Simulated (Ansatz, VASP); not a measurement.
**One calculation of Re, two programs**

```
Re
1.0
     0.00000    1.97500    1.93550
     1.97500    0.00000    1.93550
     1.97500    1.97500    0.00000
Re
1
Direct
  0.00000 0.00000 0.00000
```

Change from the starting cell: zz strain of -2 %, crystal datasets.

Alike in both runs: task electric field gradients; functional LDA; k mesh 14 × 14 × 14; occupations fermi-dirac, width 0.03 eV; no spin polarisation.

|  | VASP | Ansatz |
| --- | --- | --- |
| version | VASP 6.6.1 | Ansatz 0.2.0 |
| potentials or method | VASP PAW LDA potentials, release 64 (Re), cutoff 520 eV | all-electron PAW with datasets made for the crystal, scalar-relativistic |

```csv
,VASP,Ansatz,Ansatz less VASP
pressure (GPa),-16.7,-17.6,-0.82
largest component of the traceless stress (GPa),2.73,2.64,-0.085
Vzz of the field gradient on the site that differs most (V/Å²),17.9,23.4,+5.42
```

Ansatz ran all-electron here, so the differences hold the error of VASP's frozen core and of both bases. Ansatz warned: «gradients_without_spin_orbit».

Caveats: so large a pressure means that the cell lies far from this level's equilibrium, or that cutoff or potentials fall short (VASP). Spin-orbit coupling is left out, which matters for the levels of Re.
